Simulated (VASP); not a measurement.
# GaP (F-43m) in VASP: settings compared, part 2 of 2

VASP 6.6.1.

**3. Relaxation of cell and atoms, PBE+D3(BJ)**

The input, INCAR:

```
SYSTEM = GaP
PREC = Accurate
ENCUT = 600
EDIFF = 1E-7
ISMEAR = -1
SIGMA = 0.05
LREAL = .FALSE.
LASPH = .TRUE.
NELM = 100
ALGO = Fast
ISIF = 3
LWAVE = .FALSE.
LCHARG = .FALSE.
GGA = PE
IVDW = 12
IBRION = 2
NSW = 60
EDIFFG = -0.01
```

The input, KPOINTS:

```
regular mesh
0
G
  8 8 8
  0 0 0
```

The input, POSCAR:

```
GaP
1.0
    0.0000000000      2.7252500000      2.7252500000
    2.7252500000      0.0000000000      2.7252500000
    2.7252500000      2.7252500000      0.0000000000
Ga P
1 1
Direct
    0.0000000000      0.0000000000      0.0000000000
    0.7500000000      0.7500000000      0.7500000000
```

Potentials or basis: VASP PAW PBE potentials, release 64 (Ga_d, P).

The run is started by

```console
> cat potpaw_PBE.64/Ga_d/POTCAR potpaw_PBE.64/P/POTCAR > POTCAR
> mpirun -np 1 vasp_std > vasp.out
```

OUTCAR:

```text
SYSTEM = GaP
   PREC = Accurate
   ENCUT = 600
   EDIFF = 1E-7
   ISMEAR = -1
   LREAL = .FALSE.
   LASPH = .TRUE.
   NELM = 100
   ISIF = 3
   GGA = PE
   IVDW = 12
   IBRION = 2
   NSW = 60
   EDIFFG = -0.01
 IVDW          = 12

 ion  position               nearest neighbor table
   1  0.000  0.000  0.000-   2 2.36   2 2.36   2 2.36   2 2.36
   2  0.750  0.750  0.750-   1 2.36   1 2.36   1 2.36   1 2.36

  LATTYP: Found a face centered cubic cell.
 ALAT       =     5.4505000000

  Lattice vectors:

 A1 = (   0.0000000000,   2.7252500000,   2.7252500000)
 A2 = (   2.7252500000,   0.0000000000,   2.7252500000)
 A3 = (   2.7252500000,   2.7252500000,   0.0000000000)

Analysis of symmetry for initial positions (statically):
=====================================================================
 Subroutine PRICEL returns:
 Original cell was already a primitive cell.

 Routine SETGRP: Setting up the symmetry group for a
 face centered cubic supercell.

 Subroutine GETGRP returns: Found 24 space group operations
 (whereof 24 operations were pure point group operations)
 out of a pool of 48 trial point group operations.

The static configuration has the point symmetry T_d .

Analysis of symmetry for dynamics (positions and initial velocities):
=====================================================================
 Subroutine PRICEL returns:
 Original cell was already a primitive cell.

 Routine SETGRP: Setting up the symmetry group for a
 face centered cubic supercell.

 Subroutine GETGRP returns: Found 24 space group operations
 (whereof 24 operations were pure point group operations)
 out of a pool of 48 trial point group operations.

The dynamic configuration has the point symmetry T_d .

 Subroutine INISYM returns: Found 24 space group operations
 (whereof 24 operations are pure point group operations),
 and found     1 'primitive' translations

----------------------------------------------------------------------------------------

                                     Primitive cell

  volume of cell :      40.4808

  direct lattice vectors                    reciprocal lattice vectors
     0.000000000  2.725250000  2.725250000    -0.183469406  0.183469406  0.183469406
     2.725250000  0.000000000  2.725250000     0.183469406 -0.183469406  0.183469406
     2.725250000  2.725250000  0.000000000     0.183469406  0.183469406 -0.183469406

  length of vectors
     3.854085511  3.854085511  3.854085511     0.317778334  0.317778334  0.317778334

  position of ions in fractional coordinates (direct lattice)
     0.000000000  0.000000000  0.000000000
     0.750000000  0.750000000  0.750000000

  ion indices of the primitive-cell ions
   primitive index   ion index
[... 114 lines left out ...]

 number of electron      18.0000003 magnetization

 Free energy of the ion-electron system (eV)
  ---------------------------------------------------
  ext. energy  EPLUGINS =         0.00000000
  ---------------------------------------------------
  free energy    TOTEN  =        -9.11605106 eV

  energy without entropy =       -9.11605106  energy(sigma->0) =       -9.11605106

------------------------ aborting loop because EDIFF is reached ----------------------------------------

 Edisp (eV)   -0.63299

 E8    (eV) :    -0.2684

  FORCE on cell =-STRESS in cart. coord.  units (eV):
  Direction    XX          YY          ZZ          XY          YZ          ZX
  --------------------------------------------------------------------------------------
  -------------------------------------------------------------------------------------
  Total      -0.05839    -0.05839    -0.05839    -0.00000     0.00000    -0.00000
  in kB      -2.31084    -2.31084    -2.31084    -0.00000     0.00000    -0.00000
  external pressure =       -2.31 kB  Pullay stress =        0.00 kB

 VOLUME and BASIS-vectors are now :
 -----------------------------------------------------------------------------
  energy-cutoff  :      600.00
  volume of cell :       40.48
      direct lattice vectors                 reciprocal lattice vectors
     0.000000000  2.725250000  2.725250000    -0.183469406  0.183469406  0.183469406
     2.725250000  0.000000000  2.725250000     0.183469406 -0.183469406  0.183469406
     2.725250000  2.725250000  0.000000000     0.183469406  0.183469406 -0.183469406

 POSITION                                       TOTAL-FORCE (eV/Angst)
 -----------------------------------------------------------------------------------
      0.00000      0.00000      0.00000         0.000000      0.000000     -0.000000
      4.08788      4.08788      4.08788        -0.000000     -0.000000      0.000000
 -----------------------------------------------------------------------------------
    total drift:                               -0.000002     -0.000002     -0.000002

  FREE ENERGIE OF THE ION-ELECTRON SYSTEM (eV)
  ---------------------------------------------------
  free  energy   TOTEN  =        -9.7490433381 eV

  energy  without entropy=       -9.7490433350  energy(sigma->0) =       -9.74904334

--------------------------------------- Ionic step        2  -------------------------------------------

 number of electron      18.0000005 magnetization

 Free energy of the ion-electron system (eV)
  ---------------------------------------------------
  ext. energy  EPLUGINS =         0.00000000
  ---------------------------------------------------
  free energy    TOTEN  =        -9.11323352 eV

  energy without entropy =       -9.11323352  energy(sigma->0) =       -9.11323352

 E-fermi :   5.4852     XC(G=0):  -9.8521

 val. band max:        4.6956068593   @ k =   0.0000   0.0000   0.0000
 cond. band min:       6.3307329946   @ k =   0.3750   0.3750   0.0000
 fundamental gap:      1.6351261353
 Fermi energy:         5.4852225758

 k-point     1 :       0.0000    0.0000    0.0000
  band No.  band energies     occupation
      1      -9.8632      2.00000
      2      -9.8632      2.00000
      3      -9.8632      2.00000
      4      -9.7622      2.00000
      5      -9.7622      2.00000
      6      -7.8279      2.00000
      7       4.6956      2.00000
      8       4.6956      2.00000
      9       4.6956      2.00000
     10       6.5572      0.00000
     11       8.5838      0.00000
     12       8.5838      0.00000
     13       8.5838      0.00000
[... 354 lines left out ...]
  band No.  band energies     occupation
      1      -9.9527      2.00000
      2      -9.8319      2.00000
      3      -9.8196      2.00000
      4      -9.7674      2.00000
      5      -9.7548      2.00000
      6      -5.3396      2.00000
      7      -1.7407      2.00000
      8       1.4883      2.00000
      9       2.7511      2.00000
     10       8.1649      0.00000
     11       8.9956      0.00000
     12      11.1669      0.00000
     13      12.6400      0.00000

 [... further k-points ...]

------------------------ aborting loop because EDIFF is reached ----------------------------------------

 Edisp (eV)   -0.63590

 E8    (eV) :    -0.2697

  FORCE on cell =-STRESS in cart. coord.  units (eV):
  Direction    XX          YY          ZZ          XY          YZ          ZX
  --------------------------------------------------------------------------------------
  -------------------------------------------------------------------------------------
  Total       0.01969     0.01969     0.01969    -0.00000     0.00000    -0.00000
  in kB       0.78245     0.78245     0.78245    -0.00000     0.00000    -0.00000
  external pressure =        0.78 kB  Pullay stress =        0.00 kB

 VOLUME and BASIS-vectors are now :
 -----------------------------------------------------------------------------
  energy-cutoff  :      600.00
  volume of cell :       40.31
      direct lattice vectors                 reciprocal lattice vectors
    -0.000000000  2.721411897  2.721411897    -0.183728160  0.183728160  0.183728160
     2.721411897  0.000000000  2.721411897     0.183728160 -0.183728160  0.183728160
     2.721411897  2.721411897  0.000000000     0.183728160  0.183728160 -0.183728160

 POSITION                                       TOTAL-FORCE (eV/Angst)
 -----------------------------------------------------------------------------------
      2.72141      0.00000      2.72141         0.000000      0.000000      0.000000
      4.08212      4.08212      4.08212        -0.000000     -0.000000     -0.000000
 -----------------------------------------------------------------------------------
    total drift:                               -0.000002     -0.000002     -0.000002

  FREE ENERGIE OF THE ION-ELECTRON SYSTEM (eV)
  ---------------------------------------------------
  free  energy   TOTEN  =        -9.7491355220 eV

  energy  without entropy=       -9.7491355188  energy(sigma->0) =       -9.74913552

 reached required accuracy - stopping structural energy minimisation
```

OSZICAR:

```text
N       E                     dE             d eps       ncg     rms          rms(c)
DAV:   1     0.860645435800E+02    0.86065E+02   -0.99032E+03   770   0.213E+03
DAV:   2    -0.248561605291E+01   -0.88550E+02   -0.85561E+02   809   0.355E+02
DAV:   3    -0.925968323804E+01   -0.67741E+01   -0.67380E+01   964   0.786E+01
[... 17 lines left out ...]
RMM:   4    -0.911323939020E+01    0.36955E-04   -0.12353E-04   854   0.107E-01    0.211E-02
RMM:   5    -0.911323576003E+01    0.36302E-05   -0.16922E-05   964   0.471E-02    0.142E-02
RMM:   6    -0.911323336278E+01    0.23972E-05   -0.41965E-06   865   0.319E-02    0.411E-03
RMM:   7    -0.911323350319E+01   -0.14041E-06   -0.10407E-06   753   0.111E-02    0.199E-03
RMM:   8    -0.911323351827E+01   -0.15072E-07   -0.20069E-07   539   0.662E-03
   2 F= -.97491355E+01 E0= -.97491355E+01  d E =-.921839E-04
```

Wall time 42 s (1 thread of AMD EPYC 7R13 (Zen 3), shared host); peak memory 0.16 GiB.

Results:

| Quantity | Value |
| --- | --- |
| Free energy | -9.7491 eV |
| Relaxed volume | 20.16 Å³/atom |
| Relaxed cell | a = 3.849 Å, b = 3.849 Å, c = 3.849 Å, α = 60.00°, β = 60.00°, γ = 60.00° |
| Space group after relaxing (to 0.05 Å) | F-43m (No. 216) |
| Energy gained by relaxing | 0.0 meV/atom |
| Ionic steps | 2 |
| Pressure after relaxing | 0.1 GPa |
| Band gap on the k mesh | 1.64 eV, indirect (least direct gap 1.86 eV) |
| Dispersion energy per atom | -0.318 eV |

Final structure:
```
CELL_PARAMETERS angstrom
0.00000 2.72141 2.72141
2.72141 0.00000 2.72141
2.72141 2.72141 0.00000
ATOMIC_POSITIONS crystal
Ga 0.00000 0.00000 0.00000
P 0.75000 0.75000 0.75000
```

A k mesh can miss the band edges. A hybrid or GW would open this gap; PBE tends to underestimate it.

**4. Relaxation of cell and atoms, PBE+D4**

The input, INCAR:

```
SYSTEM = GaP
PREC = Accurate
ENCUT = 600
EDIFF = 1E-7
ISMEAR = -1
SIGMA = 0.05
LREAL = .False.
LASPH = .True.
NELM = 100
ALGO = Fast
ISIF = 3
LWAVE = .False.
LCHARG = .False.
GGA = PE
IVDW = 13
IBRION = 2
NSW = 40
EDIFFG = -0.005
```

The input, KPOINTS:

```
regular mesh
0
Gamma
  8 8 8
  0 0 0
```

POSCAR is that of step 3.

The run is started by

```console
> cat potpaw_PBE.64/Ga_d/POTCAR potpaw_PBE.64/P/POTCAR > POTCAR
> mpirun -np 1 vasp_std > vasp.out
```

Run time: 59 s. Hardware: 1 thread of AMD EPYC 7R13 (Zen 3), shared host; peak memory 0.15 GiB.

The run converged. Its results:

- Free energy: -9.9434 eV
- Relaxed volume: 20.03 Å³/atom
- Relaxed cell: a = 3.841 Å, b = 3.841 Å, c = 3.841 Å, α = 60.00°, β = 60.00°, γ = 60.00°
- Space group after relaxing (to 0.05 Å): F-43m (No. 216)
- Energy gained by relaxing: 0.5 meV/atom
- Ionic steps: 3
- Pressure after relaxing: 0.0 GPa
- Band gap on the k mesh: 1.63 eV, indirect (least direct gap 1.91 eV)
- Dispersion energy per atom: -0.417 eV

Step by step:
```tsv
step	energy change (eV)	largest force (eV/Å)	pressure (GPa)	volume (Å³)
1	0.0000	0.0000	-0.82	40.48
2	-0.0008	0.0000	0.42	39.88
3	-0.0011	0.0000	0.03	40.07
```

Final structure:
```
Ga P
1.0
     0.00000    2.71597    2.71597
     2.71597    0.00000    2.71597
     2.71597    2.71597    0.00000
Ga P
1 1
Direct
  0.00000 0.00000 0.00000
  0.75000 0.75000 0.75000
```

Levels at points of the mesh, in eV from the valence-band top:
```tsv
k point	band 5	band 6	band 7	band 8	band 9	band 10	band 11	band 12	band 13
(0.00, 0.00, 0.00)	-14.47	-12.57	0.00	0.00	0.00	1.91	3.89	3.89	3.89
(0.50, 0.00, 0.00)	-14.46	-10.47	-6.69	-1.13	-1.13	1.70	4.72	4.72	8.31
(0.50, 0.50, 0.00)	-14.44	-9.56	-6.80	-2.72	-2.72	1.63	1.81	10.67	10.68
```

A k mesh can miss the band edges. A hybrid or GW would open this gap; PBE tends to underestimate it.

**5. For comparison**

An earlier run on the cell as given: functional PBE; potentials or basis VASP PAW PBE potentials, release 64 (Ga_d, P); cutoff 520 eV; k mesh 8 × 8 × 8; occupations fermi-dirac, width 0.05 eV; no spin polarisation.

* Pressure: 2.5 GPa
* Band gap on the k mesh: 1.64 eV, indirect (least direct gap 1.83 eV)

**6. Overview**

| task | level | cell | cutoff (eV) | gap on the mesh (eV) | pressure (GPa) | relaxed volume (Å³/atom) |
| --- | --- | --- | --- | --- | --- | --- |
| relaxation of cell and atoms | PBE+D3 | relaxed | 600 | 1.64 | 0.0 | 20.46 |
| relaxation of cell and atoms | PBE+D3(BJ) | relaxed | 600 | 1.64 | 0.1 | 20.16 |
| relaxation of cell and atoms | PBE+D4 | relaxed | 600 | 1.63 | 0.0 | 20.03 |
| single point | PBE | as given | 520 | 1.64 | 2.5 | - |

Alike in all rows: potentials or basis VASP PAW PBE potentials, release 64 (Ga_d, P); no spin polarisation; k mesh 8 × 8 × 8; smearing fermi-dirac 0.05 eV.

Absolute energies hang on the potentials; compare differences alone.
